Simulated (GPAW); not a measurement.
## Quasiparticle gap of MoS2 (bilayer of trigonal-prismatic sheets, stacked parallel) in GPAW

How does a plane-wave GW calculation on MoS2 (bilayer of trigonal-prismatic sheets, stacked parallel) run from the first input to the gap?

Program: GPAW 26.7.0. Level of theory: LDA and many-body steps on it, plane waves. Results are calculated unless marked as measured.

## Step 1: Starting point

The cell holds 6 atoms: 2 Mo and 4 S. Its edges and angles: a = 3.185 Å, b = 3.185 Å, c = 20.300 Å, α = 90.0°, β = 90.0°, γ = 120.0°. It derives from MoS2. Vacuum lies along c.

As a file:

```cif
data_structure
_symmetry_space_group_name_H-M 'P 1'
_symmetry_Int_Tables_number 1
_cell_length_a 3.1850
_cell_length_b 3.1850
_cell_length_c 20.3000
_cell_angle_alpha 90.000
_cell_angle_beta 90.000
_cell_angle_gamma 120.000
_cell_volume 178.34
loop_
_atom_site_label
_atom_site_type_symbol
_atom_site_fract_x
_atom_site_fract_y
_atom_site_fract_z
_atom_site_occupancy
Mo1 Mo 0.33333 0.66667 0.34877 1
S2 S 0.66667 0.33333 0.42611 1
S3 S 0.66667 0.33333 0.27143 1
Mo4 Mo 0.00000 0.00000 0.65123 1
S5 S 0.33333 0.66667 0.72857 1
S6 S 0.33333 0.66667 0.57389 1
```

The start is a generated structure, not a measured one.

## Step 2: Relaxation

This step: GPAW 26.7.0; DFT, LDA, plane waves, PAW.

Gaps follow bond lengths, so the structure is brought to rest first.

File run.py:

```python
import json
import numpy as np
from gpaw.mpi import world
from ase import Atoms
from ase.constraints import FixSymmetry
from ase.filters import FrechetCellFilter
from ase.optimize import BFGS
from gpaw import GPAW, PW, FermiDirac

atoms = Atoms(['Mo', 'S', 'S', 'Mo', 'S', 'S'],
    cell=[[3.1850000000, 0.0000000000, 0.0000000000],
      [-1.5925000000, 2.7582909111, 0.0000000000],
      [0.0000000000, 0.0000000000, 20.3000000000]],
    scaled_positions=[[0.3333333333, 0.6666666667, 0.3487684729],
      [0.6666666667, 0.3333333333, 0.4261083744],
      [0.6666666667, 0.3333333333, 0.2714285715],
      [0.0000000000, 0.0000000000, 0.6512315271],
      [0.3333333333, 0.6666666667, 0.7285714285],
      [0.3333333333, 0.6666666667, 0.5738916256]],
    pbc=(True, True, False))
atoms.set_constraint(FixSymmetry(atoms))
atoms.calc = GPAW(mode=PW(550),
    xc='LDA',
    kpts={'size': (9, 9, 1), 'gamma': True},
    occupations=FermiDirac(0.02),
    convergence={'density': 1e-5},
    txt='relax.txt')
steps = []
opt = BFGS(FrechetCellFilter(atoms, mask=[1, 1, 0, 0, 0, 1]), logfile='bfgs.log')
opt.attach(lambda: steps.append([atoms.get_potential_energy(), atoms.cell[:], atoms.positions.copy(), atoms.get_forces()]))
converged = opt.run(fmax=0.03, steps=50)
res = {'converged': bool(converged), 'steps': steps, 'cell': atoms.cell[:], 'frac': atoms.get_scaled_positions()}

if world.rank == 0:
    with open('result.json', 'w') as f:
        json.dump(res, f, default=lambda x: x.tolist())
```

On the command line:

```bash
> mpirun -n 8 gpaw python run.py
```

Numbers of over 12 decimals in the logs are rounded to 6 here.

What it wrote:

```text
Step     Time          Energy          fmax
BFGS:    0       -49.469798        0.909627
BFGS:    1       -49.518102        0.769395
BFGS:    2       -49.583757        0.270530
BFGS:    3       -49.588554        0.267962
BFGS:    4       -49.611860        0.106771
BFGS:    5       -49.612640        0.058277
BFGS:    6       -49.612703        0.018675
```

Elapsed: 96 s, on 8 MPI ranks of Arm Neoverse V1, shared host; peak memory 1.8 GiB.

Step by step:

| step | energy less that of the first step (eV) | largest force (eV/Å) |
| --- | --- | --- |
| 1 | 0.0000 | 0.7856 |
| 2 | -0.0483 | 0.5420 |
| 3 | -0.1140 | 0.2556 |
| 4 | -0.1188 | 0.2123 |
| 5 | -0.1421 | 0.1068 |
| 6 | -0.1428 | 0.0583 |
| 7 | -0.1429 | 0.0187 |

The atoms that moved most (Å):

| atom | dx | dy | dz | length |
| --- | --- | --- | --- | --- |
| S3 | 0.000 | 0.000 | 0.024 | 0.024 |
| S5 | 0.000 | 0.000 | -0.024 | 0.024 |
| S6 | 0.000 | 0.000 | 0.011 | 0.011 |
| S2 | 0.000 | 0.000 | -0.011 | 0.011 |
| Mo4 | 0.000 | 0.000 | -0.006 | 0.006 |
| Mo1 | 0.000 | 0.000 | 0.005 | 0.005 |

Final coordinates:

```xyz
6
Lattice="3.1174 0.0000 0.0000 -1.5587 2.6997 0.0000 0.0000 0.0000 20.3000" Properties=species:S:1:pos:R:3
Mo    0.0000    1.7998    7.0853
S     1.5587    0.8999    8.6388
S     1.5587    0.8999    5.5339
Mo    0.0000    0.0000   13.2144
S     0.0000    1.7998   14.7663
S     0.0000    1.7998   11.6614
```

## Step 3: Ground state

The ground-state density comes first.

File run.py:

```python
import json
import numpy as np
from gpaw.mpi import world
from ase import Atoms
from gpaw import GPAW, PW, FermiDirac

atoms = Atoms(['Mo', 'S', 'S', 'Mo', 'S', 'S'],
    cell=[[3.1173824219, 0.0000000000, 0.0000000000],
      [-1.5586912109, 2.6997323707, 0.0000000000],
      [0.0000000000, 0.0000000000, 20.3000000000]],
    scaled_positions=[[0.3333333333, 0.6666666667, 0.3490284951],
      [0.6666666667, 0.3333333333, 0.4255553881],
      [0.6666666667, 0.3333333333, 0.2726034985],
      [1.0000000000, 0.0000000000, 0.6509536089],
      [0.3333333333, 0.6666666667, 0.7274054268],
      [0.3333333333, 0.6666666667, 0.5744540639]],
    pbc=(True, True, False))
calc = GPAW(mode=PW(450),
    xc='LDA',
    kpts={'size': (12, 12, 1), 'gamma': True},
    occupations=FermiDirac(0.001),
    nbands=-9,
    convergence={'density': 1e-6, 'bands': -3},
    maxiter=100,
    txt='gs.txt')
atoms.calc = calc
res = {'energy': atoms.get_potential_energy(), 'forces': atoms.get_forces(), 'stress': atoms.get_stress()}
kpts = calc.get_ibz_k_points()
res['kpts'] = kpts
res['eigenvalues'] = [calc.get_eigenvalues(kpt=k) for k in range(len(kpts))]
res['n_electrons'] = calc.get_number_of_electrons()
calc.write('gs.gpw')

if world.rank == 0:
    with open('result.json', 'w') as f:
        json.dump(res, f, default=lambda x: x.tolist())
```

On the command line:

```bash
> mpirun -n 8 gpaw python run.py
```

What it wrote:

```text
__  _  _
 | _ |_)|_||  |
 |__||  | ||/\| - 26.7.0

Input parameters:
  mode=PW(ecut=450.000000),
  convergence={'density': 1e-06, 'bands': -3},
  kpts=MonkhorstPack(size=(12, 12, 1), gamma=True),
  maxiter=100,
  nbands=-9,
  occupations=Occupations(name='fermi-dirac', width=0.001, fixmagmom=False),
  xc=XC(name='LDA')
  [... matrices ...]
Diagonalizing LCAO Hamiltonian
Converting LCAO to pw mode

        S

               Mo
        S

            S
        Mo

            S

Atoms  # Å, Bohr magnetons
|   | symbol |         x |        y |         z |    initial magnetic moments |
| 0 |     Mo | -0.000000 | 1.799822 |  7.085278 | ( 0.0000,  0.0000,  0.0000) |
| 1 |      S |  1.558691 | 0.899911 |  8.638774 | ( 0.0000,  0.0000,  0.0000) |
| 2 |      S |  1.558691 | 0.899911 |  5.533851 | ( 0.0000,  0.0000,  0.0000) |
| 3 |     Mo |  3.117382 | 0.000000 | 13.214358 | ( 0.0000,  0.0000,  0.0000) |
| 4 |      S | -0.000000 | 1.799822 | 14.766330 | ( 0.0000,  0.0000,  0.0000) |
| 5 |      S | -0.000000 | 1.799822 | 11.661417 | ( 0.0000,  0.0000,  0.0000) |

Unit cell  # Å
| periodic |         x |        y |         z |   lengths |     angles |
|      yes |  3.117382 | 0.000000 |  0.000000 |  3.117382 |  90.000000 |
|      yes | -1.558691 | 2.699732 |  0.000000 |  3.117382 |  90.000000 |
|       no |  0.000000 | 0.000000 | 20.300000 | 20.300000 | 120.000000 |

Number of symmetries: 6
Symmetry operations  # r_c * U_cc + t_c -> r_c
|   | kind |            matrix            |
| 0 |  σ   |  1, 1, 0,  0,-1, 0,  0, 0, 1 |
| 1 |  E   |  1, 0, 0,  0, 1, 0,  0, 0, 1 |
| 2 |  C3  |  0, 1, 0, -1,-1, 0,  0, 0, 1 |
| 3 |  σ   |  0,-1, 0, -1, 0, 0,  0, 0, 1 |
| 4 |  σ   | -1, 0, 0,  1, 1, 0,  0, 0, 1 |
| 5 |  C3  | -1,-1, 0,  1, 0, 0,  0, 0, 1 |

BZ-sampling:
  Number of BZ points: 144
  Number of IBZ points: 19

  Monkhorst-Pack size: [12, 12, 1]
  Monkhorst-Pack shift: [0.041667, 0.041667, 0.0]

K-points  # in reciprocal-cell coordinates
|     |                                coordinates |     weight |
|   0 | ( -0.00000000,  -0.00000000,   0.00000000) | 0.00694444 |
|   1 | (  0.08333333,  -0.00000000,   0.00000000) | 0.04166667 |
|   2 | (  0.16666667,  -0.08333333,   0.00000000) | 0.04166667 |
|   3 | (  0.16666667,  -0.00000000,   0.00000000) | 0.04166667 |
|   4 | (  0.25000000,  -0.08333333,   0.00000000) | 0.08333333 |
|   5 | (  0.25000000,  -0.00000000,   0.00000000) | 0.04166667 |
|   6 | (  0.33333333,  -0.16666667,   0.00000000) | 0.04166667 |
|   7 | (  0.33333333,  -0.08333333,   0.00000000) | 0.08333333 |
|   8 | (  0.33333333,  -0.00000000,   0.00000000) | 0.04166667 |
|   9 | (  0.33333333,   0.33333333,   0.00000000) | 0.01388889 |
| ... |                                            |            |
|  18 | (  0.50000000,   0.50000000,   0.00000000) | 0.02083333 |

Plane wave coefficients: 3755
Cutoff: 450.000000 eV

Spin-components: 1 (collinear spins)
Bands:           35
Projectors:      32
Spin-degeneracy: 2
Datatype:        complex128

  Storage: CPU
  Wave functions: 39_953_200 bytes (4_994_150 per core)
  Projectors: 29_679_520 bytes (3_709_940 per core)
  [... matrices ...]
Parallelization:
  kpt:    4
  domain: 2
  band:   1

Density:
  Valence electrons: 52.0
  Components: 1
  Grid points: [ 16  16 100]
  Charge: 0.0  # |e|

Potential:
  Grid points: [ 16  16 100]

species:
  Mo:
    name:    Molybdenum
    Z:       42.0
    valence: 14
    core:    28
    charge:  0.0  # [|e|]
    compensation charges:
      type: gauss
      rc: 0.38  # [Å]
      lmax: 2
    cutoffs:
      filter: 2.16  # [Å]
      core: 1.42  # [Å]
    projectors
    | kind |    occ | energy [eV] | rcut [Å] |
    |   4s |  2.000 |     -64.384 |    1.238 |
    |   5s |  1.000 |      -4.319 |    1.238 |
    |   4p |  6.000 |     -38.595 |    1.296 |
    |   5p |  0.000 |      -1.161 |    1.296 |
    |   4d |  5.000 |      -3.933 |    1.296 |
    |    d |        |      23.278 |    1.296 |

    Using partial waves for Mo as LCAO basis

  S:
    name:    Sulfur
    Z:       16.0
    valence: 6
    core:    10
    charge:  0.0  # [|e|]
    compensation charges:
      type: gauss
      rc: 0.24  # [Å]
      lmax: 2
    cutoffs:
      filter: 1.77  # [Å]
      core: 1.66  # [Å]
    projectors
    | kind |    occ | energy [eV] | rcut [Å] |
    |   3s |  2.000 |     -17.278 |    0.974 |
    |   3p |  4.000 |      -7.106 |    0.979 |
    |    s |        |       9.933 |    0.974 |
    |    p |        |      20.105 |    0.979 |
    |    d |        |       0.000 |    0.900 |

    Using partial waves for S as LCAO basis

Reference energy: -263337.961849  # eV

eigensolver:
  PPCG
  Converge bands: -3
  niter=2

density mixing:
  MSR1-Mixer
  Pratt-step length: 0.05
  Maximum mixing coefficient: 0.75
  Old densities: 10
  SVD Regularization: 0.005
  Good broyden scale: 1.0
  Trust region scale: 1.0
  Backstep threshold: 4.0
  History deletion threshold: 6.0
  Fourier metric: weight=20.0, sigma=0.015

occupation numbers:
  Fermi-Dirac:
    width: 0.0010  # eV

poisson solver:
  ecut: 3600.000000  # eV

xc functional:
  name: None

Initialization done in: 5.388 s

convergence criteria:
- Maximum integral of absolute [dens]ity change: 1e-06 electrons / valence electron
- Maximum [total energy] change in last 3 cyles: 0.0005 eV / valence electron
- Maximum integral of absolute [eigenst]ate change: 4e-08 eV^2 / valence electron
maximum number of iterations: 100

SCF iterations
|iter     |     time |      energy | eigst |  dens |
|iter:   1|  |  -52.603682 | +0.73 |       |
|iter:   2|  |  -51.750703 | -0.77 | -1.00 |
|iter:   3|  |  -49.739111 | -0.81 | -1.07 |
|iter:   4|  |  -49.618255 | -1.34 | -1.47 |
|iter:   5|  |  -49.682154 | -1.23 | -1.80 |
|iter:   6|  |  -49.584657 | -1.62 | -1.82 |
|iter:   7|  |  -49.575590 | -2.64 | -2.18 |
|iter:   8|  |  -49.574081c| -3.40 | -2.68 |
|iter:   9|  |  -49.574065c| -4.94 | -3.14 |
|iter:  10|  |  -49.574076c| -5.53 | -3.52 |
|iter:  11|  |  -49.574068c| -5.61 | -3.92 |
|iter:  12|  |  -49.574068c| -7.11 | -4.40 |
|iter:  13|  |  -49.574068c| -7.71c| -4.94 |
|iter:  14|  |  -49.574068c| -8.11c| -5.52 |
|iter:  15|  |  -49.574068c| -8.60c| -6.14c|

Converged in 15 steps
SCF loop duration: 24.496 s (1.633 s/step)
Energy contributions relative to reference atoms: (reference = -263337.961849)
  [... matrices ...]
Energy contributions:
  Kinetic:           6.895549
  Coulomb:         -16.712734
  Zero:             -0.401584
  External:          0.000000
  Xc:              -39.355299
  Entropy:          -0.000000
  Spinorbit:         0.000000
  ----------------------------
  Free energy:     -49.574068
  Extrapolated:    -49.574068

dipole moment: (14.556759, -8.404347, -0.006228)  # |e|*Ang

Fermi level: 3.838
Eigenvalues  # (at kpt = [-0.000, -0.000, 0.000])
| band index |      eig [eV] | occ [0-2] |
|          0 |       -58.451 |     2.000 |
|        ... |               |           |
|         18 |        -0.239 |     2.000 |
|         19 |         0.763 |     2.000 |
|         20 |         0.763 |     2.000 |
|         21 |         0.820 |     2.000 |
|         22 |         0.820 |     2.000 |
|         23 |         0.881 |     2.000 |
|         24 |         1.920 |     2.000 |
|         25 |         2.701 |     2.000 |
|         26 |         5.145 |     0.000 |
[...]
|         33 |         5.519 |     0.000 |
|         34 |         7.852 |     0.000 |

Gap: 1.296 eV
Transition (v -> c):
  (s=0, k=0, n=25, [-0.00, -0.00, 0.00]) -> (s=0, k=6, n=26, [0.33, -0.17, 0.00])
Direct/indirect transitions are different
Direct gap: 1.793 eV
Transition at: (s=0, k=9, n=25, [0.33, 0.33, 0.00])
vacuum-level: 8.403  # V

Forces  # eV/Ang
|        x |        y |        z |
|  0.00000 |  0.00000 |  0.00587 |  # Mo   0
|  0.00000 | -0.00000 |  0.01787 |  # S    1
|  0.00000 |  0.00000 |  0.01873 |  # S    2
|  0.00000 |  0.00000 | -0.01000 |  # Mo   3
|  0.00000 |  0.00000 | -0.01721 |  # S    4
| -0.00000 | -0.00000 | -0.01519 |  # S    5

Force computation time: 0.178  # s

Stress tensor  # eV/Ang^3
|         x |         y |        z |
|  0.000553 | -0.000000 | 0.000000 |
| -0.000000 |  0.000553 | 0.000000 |
|  0.000000 | -0.000000 | 0.002772 |

Stress computation time: 0.748  # s

# Writing to gs.gpw (mode='')
  [... matrices ...]
```

It took 35 s on 8 MPI ranks; peak memory 1.4 GiB.

This step gave:

* total energy: -49.57 eV
* gap: 1.296 eV
* k of the valence top: 0, 0, 0
* k of the conduction bottom: 0.3333, -0.1667, 0
* least direct gap: 1.793 eV

The gap is indirect, with the least direct gap 0.50 eV higher.

## Step 4: Bands along the symmetry lines

The cheap functional maps the bands first; the places of the edges decide which points the dearer methods must see.

File run.py:

```python
import json
import numpy as np
from gpaw.mpi import world
from gpaw import GPAW

path = [[0.000000, 0.000000, 0.000000],
    [0.062500, 0.000000, 0.000000],
    [0.125000, 0.000000, 0.000000],
    [0.187500, 0.000000, 0.000000],
    [0.250000, 0.000000, 0.000000],
    [0.312500, 0.000000, 0.000000],
    [0.375000, 0.000000, 0.000000],
    [0.437500, 0.000000, 0.000000],
    [0.500000, 0.000000, 0.000000],
    [0.479167, 0.041667, 0.000000],
    [0.458333, 0.083333, 0.000000],
    [0.437500, 0.125000, 0.000000],
    [0.416667, 0.166667, 0.000000],
    [0.395833, 0.208333, 0.000000],
    [0.375000, 0.250000, 0.000000],
    [0.354167, 0.291667, 0.000000],
    [0.333333, 0.333333, 0.000000],
    [0.291667, 0.291667, 0.000000],
    [0.250000, 0.250000, 0.000000],
    [0.208333, 0.208333, 0.000000],
    [0.166667, 0.166667, 0.000000],
    [0.125000, 0.125000, 0.000000],
    [0.083333, 0.083333, 0.000000],
    [0.041667, 0.041667, 0.000000],
    [0.000000, 0.000000, 0.000000]]
calc = GPAW('gs.gpw').fixed_density(kpts=path,
    symmetry='off',
    nbands=36,
    convergence={'bands': 32},
    txt='bands.txt')
res = {}
kpts = calc.get_ibz_k_points()
res['kpts'] = kpts
res['eigenvalues'] = [calc.get_eigenvalues(kpt=k) for k in range(len(kpts))]
res['n_electrons'] = calc.get_number_of_electrons()

if world.rank == 0:
    with open('result.json', 'w') as f:
        json.dump(res, f, default=lambda x: x.tolist())
```

On the command line:

```bash
> mpirun -n 8 gpaw python run.py
```

What it wrote:

```text
Diagonalizing LCAO Hamiltonian
Converting LCAO to pw mode
convergence criteria:
- Maximum integral of absolute [eigenst]ate change: 4e-08 eV^2 / valence electron
maximum number of iterations: 100

SCF iterations
|iter     |     time |      energy | eigst |  dens |
|iter:   1|  |             | +0.58 |       |
|iter:   2|  |             | -0.67 |       |
|iter:   3|  |             | -1.65 |       |
[...]
|iter:  11|  |             | -6.58 |       |
|iter:  12|  |             | -7.06 |       |
|iter:  13|  |             | -7.64c|       |
SCF steps: 13
  __  _  _
 | _ |_)|_||  |
 |__||  | ||/\| - 26.7.0

Input parameters:
  mode=PW(ecut=450.000000),
  convergence={'bands': 32},
  gpts=array([ 16,  16, 100]),
  kpts=KPoints(kpts=array([[0.      , 0.      , 0.      ],
         [0.0625  , 0.      , 0.      ],
         [0.125   , 0.      , 0.      ],
         [0.1875  , 0.      , 0.      ],
[...]
[0.479167, 0.041667, 0.      ],
         [0.458333, 0.083333, 0.      ],
[...]
[0.416667, 0.166667, 0.      ],
[...]
[0.25    , 0.25    , 0.      ],
[...]
[0.125   , 0.125   , 0.      ],
         [0.083333, 0.083333, 0.      ],
         [0.041667, 0.041667, 0.      ],
         [0.      , 0.      , 0.      ]])),
  maxiter=100,
  nbands=36,
  occupations=Occupations(name='fermi-dirac', width=0.001, fixmagmom=False),
  parallel={},
  symmetry=Symmetry(point_group=False, time_reversal=False),
  xc=XC(name='LDA')
  [... matrices ...]
timing:  # [seconds]
  Total: 0.057  # ━━━━━━━━━━━━━━━━━━━━━━━━━━━━━━━━━━━━━━━━━━━━━━━━━━━━━━━━━━━
```

Wall time 57 s (8 MPI ranks); peak memory 1.5 GiB.

Numbers from this step:

```yaml
gap: 1.296 eV
k_of_the_valence_top: 0, 0, 0
k_of_the_conduction_bottom: 0.1667, 0.1667, 0
least_direct_gap: 1.793 eV
```

The gap is 1.296 eV, as in the run before at this level.

Electronic bands along the path, in eV, zero at the top of the highest filled band:

| point | band 23 | band 24 | band 25 | band 26 | band 27 | band 28 | band 29 | band 30 |
| --- | --- | --- | --- | --- | --- | --- | --- | --- |
| Γ | -1.88 | -1.82 | -0.78 | 0.00 | 2.44 | 2.44 | 2.52 | 2.52 |
| halfway | -2.01 | -1.59 | -1.30 | -1.16 | 1.55 | 1.99 | 1.99 | 2.11 |
| M | -1.37 | -1.26 | -1.17 | -1.06 | 1.96 | 2.02 | 2.41 | 2.54 |
| halfway | -2.46 | -2.29 | -0.81 | -0.72 | 1.82 | 1.88 | 2.69 | 2.84 |
| K | -2.69 | -2.57 | -0.50 | -0.44 | 1.35 | 1.41 | 2.50 | 2.52 |
| halfway | -1.57 | -1.36 | -1.29 | -1.25 | 1.30 | 1.67 | 2.11 | 2.17 |
| Γ | -1.88 | -1.82 | -0.78 | 0.00 | 2.44 | 2.44 | 2.52 | 2.52 |

## Step 5: Empty states on the mesh, 9×9×1 mesh, 287 bands

The sums over transitions need many empty states on a uniform mesh; this step solves for them.

File run.py:

```python
import json
import numpy as np
from gpaw.mpi import world
from gpaw import GPAW

calc = GPAW('gs.gpw').fixed_density(kpts={'size': (9, 9, 1), 'gamma': True},
    parallel={'domain': 1, 'band': 1},
    txt='nscf.txt')
calc.diagonalize_full_hamiltonian(nbands=287)
calc.write('full.gpw', mode='all')
res = {}
kpts = calc.get_ibz_k_points()
res['kpts'] = kpts
res['eigenvalues'] = [calc.get_eigenvalues(kpt=k) for k in range(len(kpts))]
res['n_electrons'] = calc.get_number_of_electrons()

if world.rank == 0:
    with open('result.json', 'w') as f:
        json.dump(res, f, default=lambda x: x.tolist())
```

On the command line:

```bash
> mpirun -n 8 gpaw python run.py
```

What it wrote:

```text
Diagonalizing LCAO Hamiltonian
Converting LCAO to pw mode
convergence criteria:
- Maximum integral of absolute [eigenst]ate change: 4e-08 eV^2 / valence electron
maximum number of iterations: 100

SCF iterations
|iter     |     time |      energy | eigst |  dens |
|iter:   1|  |             | +0.60 |       |
|iter:   2|  |             | -0.70 |       |
|iter:   3|  |             | -1.71 |       |
[...]
|iter:  11|  |             | -6.83 |       |
|iter:  12|  |             | -7.31 |       |
|iter:  13|  |             | -7.78c|       |
SCF steps: 13
  __  _  _
 | _ |_)|_||  |
 |__||  | ||/\| - 26.7.0

Input parameters:
  mode=PW(ecut=450.000000),
  convergence={'density': 1e-06, 'bands': -3},
  gpts=array([ 16,  16, 100]),
  kpts=MonkhorstPack(size=(9, 9, 1), gamma=True),
  maxiter=100,
  nbands=35,
  occupations=Occupations(name='fermi-dirac', width=0.001, fixmagmom=False),
  parallel={'domain': 1, 'band': 1},
  xc=XC(name='LDA')
Matrix size: 3755x3755
# Writing to full.gpw (mode='all')
  [... matrices ...]

timing:  # [seconds]
  Total: 127.286  # ━━━━━━━━━━━━━━━━━━━━━━━━━━━━━━━━━━━━━━━━━━━━━━━━━━━━━━━━━
```

Run time: 2.4 min. Hardware: 8 MPI ranks; peak memory 8.9 GiB.

Numbers from this step:

- gap: 1.354 eV
- k of the valence top: 0, 0, 0
- k of the conduction bottom: 0.3333, 0.3333, 0
- least direct gap: 1.793 eV
- k points computed: 12
- lowest point of the top converged band, above the valence top: 71.1593 eV

On this mesh the gap is 1.354 eV. The earlier step found 1.296 eV, so this mesh misses an edge.

(Continued in part 2 of 2.)

[Paths, hosts, dates, memory and timing lines, banners, echoed tables and standing remarks are left out of the program output.]

[Logs are printed without paths, hosts, clocks, repeated set-up lines and the standing remarks that a program may print on its own settings, such as how far it seeks lower states.]

[Runs of the session that timed out or met a known fault of the program may be left out.]

[Hosts, paths, dates, database ids (printed as entryN), source tags and the programs' standing remarks are cut or masked in the printed files.]
